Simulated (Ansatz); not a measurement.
# GaP (F-43m) in Ansatz: notebook

The runs below take GaP through band structure, with PBEsol.

Program: Ansatz 0.2.0. These are calculated values, not measurements. Logs are shortened: lines on timing, memory, paths and dates and some standing lists are left out, and cuts for length are marked.

**The experiment to reproduce.**

“Stacking defects in GaP nanowires: Electronic structure and optical properties”, 2018, arxiv:1810.01194 quotes, for a bulk crystal of GaP at 10 K: band gap 2.34 eV (indirect).

The results are compared with them further down.

### 1 The structure

Symmetry: F-43m, No. 216, cubic system. The conventional cell has a = 5.451 Å, b = 5.451 Å, c = 5.451 Å, α = 90.00°, β = 90.00°, γ = 90.00°. Around Ga (site symmetry -43m) lie 4 P at 2.36 Å. P (site symmetry -43m) is surrounded by 4 Ga at 2.36 Å.

### 2 Band structure, PBEsol

The input, input.yaml:

```yaml
crystal:
  lattice:
    - [0.0, 2.72525, 2.72525]
    - [2.72525, 0.0, 2.72525]
    - [2.72525, 2.72525, 0.0]
  atoms:
    - { symbol: Ga, position: [0.0, 0.0, 0.0] }
    - { symbol: P, position: [0.75, 0.75, 0.75] }
kpoints:
  mp_grid: { grid: [6, 6, 6] }
  band_path:
    path:
      - [0.0, 0.0, 0.0]
      - [0.5, 0.0, 0.5]
      - [0.5, 0.25, 0.75]
      - [0.375, 0.375, 0.75]
      - [0.0, 0.0, 0.0]
      - [0.5, 0.5, 0.5]
      - [0.625, 0.25, 0.625]
      - [0.5, 0.25, 0.75]
    npoints: 6
scf:
  occupations: { method: fermi_dirac, width: 0.05 }
hamiltonian:
  xc: pbesol
  pseudopotentials: { kind: all_electron, lapw: { basis_error: 0.001 } }
output:
  forces: true
  stress: true
  eigenvalues: true
```

Potentials or basis: all-electron LAPW, scalar-relativistic.

On the command line:

```console
> ansatz run input.yaml --threads 1 --pin off --max-ram 3072MiB --backend cpu --events-out ev --progress --plain --runs-dir out
```

The log of the run:

```text
Warning: RAYON_NUM_THREADS=1 ignored (pool sized by the plan → 1); use --threads N
LAPW: plane waves up to 8.544 Å⁻¹, error target 1.0e-3 eV per atom; small_component_spin mean_spin; P in spheres of 1.060 Å, 13 of its electrons in bands, Dirac shells []; Ga in spheres of 1.300 Å, 21 of its electrons in bands, Dirac shells [] (how accurate: hamiltonian.pseudopotentials.lapw.basis_error, Limitations)
Engine: ansatz 0.2.0, aarch64-unknown-linux-gnu
Pseudopotentials: kind: all_electron
Pseudopotential: Ga, LAPW, valence charge 21, lapw/all_electron/scalar/gaussian/Ga, Koelling and Harmon's equation, gaussian nucleus
Pseudopotential: P, LAPW, valence charge 13, lapw/all_electron/scalar/gaussian/P, Koelling and Harmon's equation, gaussian nucleus
Functional definition: PBEsol
  exchange = pbesol_x
  correlation = pbesol_c
Crystal: 2 atoms, lattice volume = 40.481 Å³
Basis set: ecut = 278.1101640624695 eV, 411 PW (Γ), exchange–correlation at level 2
Bands: 21, of which v1, the nominal top of the filled ones, is band 17 counted from 1 (16 counted from 0)
Symmetry: 24 space group operations
Space group: F-43m (ITA 216), of the structure as read, at distance tolerance 3.4e-5 Å
k-points: 16 of 216 (time reversal used)
Non-local potential: Ga, projectors of the file, none
Non-local potential: P, projectors of the file, none
Initial density: superposition of atomic densities (chi_scale 0.1, normalization cell, long waves kept (reshape's long-wave potential 0.00 eV rms))
Initial wavefunctions: plane waves of lowest kinetic energy (no species holds an atomic orbital)
Functional: x = pbesol(κ = 0.804, μ = 0.12345679012345678), c = pbesol(β = 0.046)
iter 1 solved again at ethr=2.27e-3 eV; its pass at ethr=1.00e-1 eV (dr2=7.71e-1 eV) is discarded
SCF iter   1: F=—  HF=-62154.478588 eV  |F-HF|=—  |Δ(HF+E_count)|=         —  Δρ=3.78e-2  dr2=7.72e-1  ethr=2.27e-3  ⟨swp⟩=2.0  Hψ=2282  notcnv=0
preconditioner: auto → none  [insulator: Δε(μ)=1.963 eV  Ē_g=14.961 eV  σ=0.050 eV  W_gap=1.00  n_scr=14 (ndim 8)  ℏωp=24.8 eV  f_vac=0.017  D(μ)=0.00/eV (n_scr^D=0)  ε∞_Penn≈3.7]
iter 2 solved again at ethr=2.20e-4 eV; its pass at ethr=2.27e-3 eV (dr2=7.47e-2 eV) is discarded
SCF iter   2: F=—  HF=-62154.227327 eV  |F-HF|=—  |Δ(HF+E_count)|=   2.51e-1  Δρ=1.49e-2  dr2=7.46e-2  ethr=2.20e-4  ⟨swp⟩=2.0  Hψ=1731  notcnv=0
SCF iter   3: F=—  HF=-62154.199015 eV  |F-HF|=—  |Δ(HF+E_count)|=   2.83e-2  Δρ=6.69e-3  dr2=1.38e-2  ethr=2.19e-4  ⟨swp⟩=2.0  Hψ=981  notcnv=0
SCF iter   4: F=—  HF=-62154.193545 eV  |F-HF|=—  |Δ(HF+E_count)|=         —  Δρ=2.04e-3  dr2=1.57e-3  ethr=4.05e-5  ⟨swp⟩=2.0  Hψ=917  notcnv=0
the basis was enlarged: its passes take 187.5 KiB over the memory plan, 1 of 1 planned eigensolver slots
SCF iter   5: F=—  HF=-62154.192758 eV  |F-HF|=—  |Δ(HF+E_count)|=   7.87e-4  Δρ=3.02e-4  dr2=2.44e-5  ethr=4.61e-6  ⟨swp⟩=2.0  Hψ=917  notcnv=0
SCF iter   6: F=—  HF=-62154.192771 eV  |F-HF|=—  |Δ(HF+E_count)|=   1.31e-5  Δρ=3.90e-5  dr2=3.93e-7  ethr=7.19e-8  ⟨swp⟩=3.0  Hψ=969  notcnv=0
SCF iter   7: F=-62154.192771 eV  HF=-62154.192771 eV  |F-HF|=2.07e-9  |Δ(HF+E_count)|=   5.88e-7  Δρ=3.22e-6  dr2=5.88e-9  ethr=1.16e-9  ⟨swp⟩=3.0  Hψ=972  notcnv=0
SCF 1 converged in 7 iterations: F = -62154.192771 eV  dr2 = 5.88e-9
NSCF: frozen V_eff on 43 k-points
SCF converged after 7 iterations
Free energy (F): -62154.192771 eV
Harris-Foulkes:  -62154.192771 eV  (|F-HF|=2.07e-9)
Internal energy: -62154.192771 eV  (E = F + TS)
E sigma→0 (E₀):  -62154.192771 eV
Entropy (-TS):   -0.000000 eV (-0.000 meV/atom)
Fermi energy:    9.194273 eV
--- Per-component energies (eV) ---
  E_band       = -1791.764895
  E_kinetic    = 63218.707889
  E_xc         = -2634.861786
  E_electrostatic = -122738.038874  (all electrons and nuclei)
  E_smearing   = -0.000000  (= −TS)
  E_closure    = 0.000000  (closes the sum)
  E_atoms      = -62144.310062  (free atoms, spherical and without spin; not in F)
  Σ components = -62154.192771   (vs F -62154.192771, Δ=0.00e0)
  Basis errors (estimates in eV, not in F): energy 4.5e-4 per atom: plane waves 4.0e-4 (2.4e-4 summed), levels above the bands 6.4e-60, relativity 1.4e-8, radial functions 4.6e-5, core shells 4.7e-11; eigenvalues (radial functions only) 8.7e-7; not estimated: angular momenta, meshes, grids; target (lapw.basis_error) 1.0e-3; muffin-tin radii P 1.060 Å, Ga 1.300 Å
--- Forces (eV/Å), atoms counted from 1 ---
  atom   1  Ga     0.00000000    -0.00000000     0.00000000
  atom   2  P     -0.00000000     0.00000000    -0.00000000
  max |Σ_I F_I| component: 1.85e-17 eV/Å
--- Stress (GPa, compression-positive) ---
       -0.541580       0.000000      -0.000000
        0.000000      -0.541580       0.000000
       -0.000000       0.000000      -0.541580
  P = ⅓ Tr σ = -0.5416 GPa (-5.416 kbar)
--- Band table (eV; the first three rows and the last of 16) ---
  k-point 0: bands = ["-158.9332", "-134.5457", "-109.6692", "-109.6692", "-109.6692", "-85.4478", "-85.4478", "-85.4478", "-6.1024", "-6.1024", "-6.1024", "-6.0028", "-6.0028", "-4.0728", "8.4489", "8.4489", "8.4489", "10.1932", "12.2658", "12.2658", "12.2658"]
  k-point 1: bands = ["-158.9332", "-134.5457", "-109.6692", "-109.6692", "-109.6692", "-85.4478", "-85.4478", "-85.4478", "-6.1255", "-6.0945", "-6.0945", "-6.0027", "-6.0027", "-3.7145", "6.0322", "8.0725", "8.0725", "10.7858", "12.8188", "12.8188", "13.3908"]
  k-point 2: bands = ["-158.9332", "-134.5457", "-109.6692", "-109.6692", "-109.6692", "-85.4478", "-85.4478", "-85.4478", "-6.1661", "-6.0819", "-6.0819", "-5.9991", "-5.9991", "-2.7592", "3.1951", "7.5324", "7.5324", "10.2587", "13.1877", "13.1877", "15.9236"]
  k-point 15: bands = ["-158.9332", "-134.5457", "-109.6692", "-109.6692", "-109.6692", "-85.4479", "-85.4478", "-85.4478", "-6.2064", "-6.0563", "-6.0421", "-6.0235", "-5.9895", "-1.0021", "1.7949", "5.0254", "5.1345", "11.8112", "12.0175", "15.9114", "15.9358"]
```

It took 7.7 s on 1 thread of Arm Neoverse V2, shared host; peak memory 0.23 GiB.

Results:

```
Free energy             : -62154.1928 eV
Pressure                : -0.5 GPa
Band gap on the k mesh  : 1.51 eV, indirect (least direct gap 1.74 eV)
Band gap along the path : 1.46 eV, indirect (least direct gap 1.74 eV)
```

Levels at the corners of the path, in eV from the valence-band top:
| point | band 14 | band 15 | band 16 | band 17 | band 18 | band 19 | band 20 | band 21 |
| --- | --- | --- | --- | --- | --- | --- | --- | --- |
| Γ | -12.52 | 0.00 | 0.00 | 0.00 | 1.74 | 3.82 | 3.82 | 3.82 |
| X | -9.52 | -6.81 | -2.71 | -2.71 | 1.51 | 1.71 | 10.52 | 10.52 |
| W | -9.43 | -6.60 | -3.63 | -3.48 | 4.59 | 4.83 | 6.01 | 6.02 |
| K | -9.56 | -6.59 | -4.00 | -2.28 | 2.07 | 4.72 | 8.16 | 8.18 |
| Γ | -12.52 | 0.00 | 0.00 | 0.00 | 1.74 | 3.82 | 3.82 | 3.82 |
| L | -10.43 | -6.69 | -1.13 | -1.13 | 1.58 | 4.64 | 4.64 | 8.08 |
| U | -9.56 | -6.59 | -4.00 | -2.28 | 2.07 | 4.72 | 8.16 | 8.18 |
| W | -9.43 | -6.60 | -3.63 | -3.48 | 4.59 | 4.83 | 6.01 | 6.02 |

### 3 Band structure, PBEsol, spin-orbit coupling, no magnetisation

input.yaml, as its differences from that of step 2:

```diff
@@ -26,2 +26,5 @@
   pseudopotentials: { kind: all_electron, lapw: { basis_error: 0.001 } }
+magnetization:
+  noncollinear: true
+  spin_orbit: true
 output:
```

Potentials or basis: all-electron LAPW, relativistic spinors.

On the command line:

```console
> ansatz run input.yaml --threads 1 --pin off --max-ram 3072MiB --backend cpu --events-out ev --progress --plain --runs-dir out
```

The log of the run:

```text
Warning: RAYON_NUM_THREADS=1 ignored (pool sized by the plan → 1); use --threads N
LAPW: plane waves up to 8.544 Å⁻¹, error target 1.0e-3 eV per atom; Dirac's equation on spinors; P in spheres of 1.060 Å, 13 of its electrons in bands; Ga in spheres of 1.300 Å, 21 of its electrons in bands (how accurate: hamiltonian.pseudopotentials.lapw.basis_error, Limitations)
[... 64 lines left out ...]
  k-point 1: bands = ["-158.9333", "-158.9333", "-134.5387", "-134.5387", "-110.2812", "-110.2812", "-109.3673", "-109.3673", "-109.3673", "-109.3673", "-87.9047", "-87.9047", "-84.2768", "-84.2768", "-84.2768", "-84.2768", "-6.3439", "-6.3439", "-6.3398", "-6.3340", "-5.9231", "-5.9231", "-5.8618", "-5.8618", "-5.8509", "-5.8443", "-3.7142", "-3.7142", "6.0315", "6.0315", "8.0406", "8.0406", "8.1009", "8.1051", "10.7848", "10.7848", "12.7625", "12.7625", "12.8692", "12.8713", "13.3933", "13.3933"]
  k-point 2: bands = ["-158.9333", "-158.9333", "-134.5387", "-134.5387", "-110.2812", "-110.2812", "-109.3673", "-109.3673", "-109.3673", "-109.3673", "-87.9048", "-87.9048", "-84.2768", "-84.2768", "-84.2768", "-84.2768", "-6.3551", "-6.3551", "-6.3363", "-6.3305", "-5.9237", "-5.9237", "-5.8750", "-5.8750", "-5.8378", "-5.8313", "-2.7587", "-2.7587", "3.1949", "3.1949", "7.4974", "7.4974", "7.5639", "7.5675", "10.2584", "10.2584", "13.1480", "13.1480", "13.2240", "13.2261", "15.9235", "15.9235"]
  k-point 15: bands = ["-158.9333", "-158.9333", "-134.5387", "-134.5387", "-110.2812", "-110.2812", "-109.3673", "-109.3673", "-109.3673", "-109.3673", "-87.9048", "-87.9048", "-84.2768", "-84.2768", "-84.2768", "-84.2768", "-6.4010", "-6.3577", "-6.3122", "-6.3040", "-5.9736", "-5.8926", "-5.8597", "-5.8512", "-5.8428", "-5.8283", "-1.0034", "-1.0002", "1.7905", "1.7998", "5.0147", "5.0317", "5.1128", "5.1574", "11.7971", "11.8240", "12.0107", "12.0241", "15.8759", "15.9116", "15.9355", "15.9672"]
```

bands.tsv:

```text
[... 57 lines left out ...]
```

Wall time 43 s (1 thread of Arm Neoverse V2, shared host); peak memory 0.39 GiB.

Results:

```yaml
Free_energy: -62156.4187 eV
Pressure: -0.6 GPa
Band_gap_on_the_k_mesh: 1.48 eV, indirect (least direct gap 1.72 eV)
Band_gap_along_the_path: 1.44 eV, indirect (least direct gap 1.72 eV)
```

Levels at the corners of the path, in eV from the valence-band top:
| point | band 31 | band 32 | band 33 | band 34 | band 35 | band 36 | band 37 | band 38 |
| --- | --- | --- | --- | --- | --- | --- | --- | --- |
| Γ | 0.00 | 0.00 | 0.00 | 0.00 | 1.72 | 1.72 | 3.68 | 3.68 |
| X | -2.75 | -2.75 | -2.73 | -2.73 | 1.48 | 1.48 | 1.69 | 1.69 |
| W | -3.67 | -3.65 | -3.53 | -3.48 | 4.56 | 4.57 | 4.78 | 4.81 |
| K | -4.04 | -4.01 | -2.31 | -2.31 | 2.04 | 2.04 | 4.68 | 4.69 |
| Γ | 0.00 | 0.00 | 0.00 | 0.00 | 1.72 | 1.72 | 3.68 | 3.68 |
| L | -1.19 | -1.19 | -1.12 | -1.12 | 1.55 | 1.55 | 4.58 | 4.58 |
| U | -4.04 | -4.01 | -2.31 | -2.31 | 2.04 | 2.04 | 4.68 | 4.69 |
| W | -3.67 | -3.65 | -3.53 | -3.48 | 4.56 | 4.57 | 4.78 | 4.81 |

### 4 Comparison with measurements

Step 2. Against the measured gap of GaP, 2.34 eV (indirect; 10 K; quoted in “Stacking defects in GaP nanowires: Electronic structure and optical properties”, 2018, arxiv:1810.01194), the calculated 1.46 eV is off by -0.88 eV. Spin-orbit coupling on Ga is left out. The value is that of PBEsol, without temperature or zero-point motion. Semilocal functionals fall short of measured gaps as a rule.

Step 3. Against the measured gap of GaP, 2.34 eV (indirect; 10 K; quoted in “Stacking defects in GaP nanowires: Electronic structure and optical properties”, 2018, arxiv:1810.01194), the calculated 1.44 eV is off by -0.90 eV. The value is that of PBEsol, without temperature or zero-point motion. Semilocal functionals fall short of measured gaps as a rule.
